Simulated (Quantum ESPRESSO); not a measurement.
Runs of Quantum ESPRESSO 7.5 on CoPdO2. The structure is trigonal, space group R-3m (No. 166). The conventional cell has a = 2.863 Å, b = 2.863 Å, c = 17.873 Å, α = 90.00°, β = 90.00°, γ = 120.00°. Around Pd (site symmetry -3m) lie 2 O at 2.01 Å. Around Co (site symmetry -3m) lie 6 O at 1.92 Å. O (site symmetry 3m) is surrounded by 3 Co at 1.92 Å and 1 Pd at 2.01 Å. The cell is a database's computed one.

| cell | gap on the mesh (eV) | pressure (GPa) | moment (μB) | largest force (eV/Å) |
| --- | --- | --- | --- | --- |
| relaxed to 0.3 kbar | none | 0.0 | 0.34 | 0.01 |
| relaxed to 30 GPa | none | 30.1 | 0.30 | - |
| relaxed to 5 GPa | none | 5.0 | 0.34 | - |
| relaxed to 2 GPa | none | 2.0 | 0.34 | 0.01 |
| relaxed to 20 GPa | none | 20.1 | (a) | - |
| relaxed to 10 GPa | none | 10.1 | 0.34 | - |

Alike in all rows: task relaxation of cell and atoms; level PBEsol; potentials or basis GBRV 1.5 PBEsol; spin collinear, ferromagnetic start; k mesh 5 × 5 × 5; cutoff (eV) 871; smearing fermi-dirac 0.05 eV; the mesh is coarse, so values aren't converged.

Question: Fill in the values left out.

Answer: (a) 0.33.

Caveats: all runs use coarse meshes; semilocal functionals often make such compounds metallic where correlation or magnetic order opens a gap, which also shifts bond lengths.

A k mesh can miss the band edges, and the runs leave out spin-orbit coupling on Pd.

A gap of «none» marks a metal or a gap under the smearing width.
